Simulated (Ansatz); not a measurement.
**How far is PAW off for Hf?**

```
Hf
1.0
    -1.77360    1.77360    1.77360
     1.77360   -1.77360    1.77360
     1.77360    1.77360   -1.77360
Hf
1
Direct
  0.00000 0.00000 0.00000
```

The structure comes from a relaxation in the same program, started in the bcc type, and has space group Im-3m. Whether it is a known phase or the ground state wasn't checked.

No spin–orbit coupling, which matters for the heavy atoms here.

Levels of theory: DFT, PBE, PAW with Ansatz's default frozen-core files, scalar-relativistic (Ansatz 0.2.0); DFT, PBE, all-electron PAW with datasets made for the crystal, scalar-relativistic (Ansatz 0.2.0); DFT, PBE, all-electron LAPW, scalar-relativistic (Ansatz 0.2.0).

For PAW: a Γ-centred 16×16×16 k mesh, Fermi–Dirac smearing of 0.08 eV, cutoff 420 eV, no spin polarisation. The crystal-made all-electron datasets (AE datasets) take a cutoff of 400 eV at this cell. LAPW targets a basis error of 0.5 meV/atom. The Ansatz runs share mesh, smearing and spin set-up. Plane-wave (PAW) pressures include the program's estimate of the Pulay term.

Stress and pressure are positive in compression.

Levels count from the Fermi level.

```json
{"quantity": "pressure (GPa)", "PAW": "0.00", "AE datasets": "0.02", "LAPW": "0.02"}
{"quantity": "highest filled level at P (eV)", "PAW": "-0.645", "AE datasets": "-0.645", "LAPW": "-0.645"}
{"quantity": "lowest empty level at P (eV)", "PAW": "5.308", "AE datasets": "5.308", "LAPW": "5.308"}
{"quantity": "highest filled level at Γ (eV)", "PAW": "-7.034", "AE datasets": "-7.034", "LAPW": "-7.034"}
{"quantity": "lowest empty level at Γ (eV)", "PAW": "1.526", "AE datasets": "1.525", "LAPW": "1.525"}
```
